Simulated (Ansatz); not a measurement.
**BN: clamped-ion strain scan**

Computed with Ansatz 0.2.0, DFT PBE, scalar-relativistic, plane waves, PAW. The runs took a 420 eV cutoff, a Γ-centred 12×12×12 mesh and Gaussian smearing (0.05 eV). No spin polarisation. Energies are free energies at this smearing, counted from the undisturbed cell; pressure is positive in compression.

The undisturbed cell (relaxed at this level):

```yaml
crystal:
  lattice:
    - [0.00000, 1.81235, 1.81235]
    - [1.81235, 0.00000, 1.81235]
    - [1.81235, 1.81235, 0.00000]
  atoms:
    - { symbol: B, position: [0.00000, 0.00000, 0.00000] }
    - { symbol: N, position: [0.75000, 0.75000, 0.75000] }
```

The cell is strained by ε times the Voigt pattern (0, 0, 1, 0, 0, 0) (xx, yy, zz, yz, xz, xy; engineering shear) with fractional coordinates fixed.

```
      ε  ΔE (meV/atom) stress summed along the pattern (GPa, tension positive) pressure (GPa) gap on the mesh (eV)
-0.0600           54.3                                                   -49.90            25.6                  3.43
-0.0450           30.2                                                   -36.81            18.6                  3.69
-0.0300           13.2                                                   -24.14            11.9                  3.95
-0.0150            3.2                                                   -11.87             5.8                  4.21
 0.0000            0.0                                                     0.01             0.0                  4.46
 0.0150            3.1                                                    11.47            -5.4                  4.31
 0.0300           12.6                                                    22.56           -10.4                  4.17
 0.0450           28.2                                                    33.26           -15.1                  4.03
 0.0525           38.2                                                    38.47           -17.3                  3.97
 0.0600           49.6                                                    43.58           -19.4                  3.90
```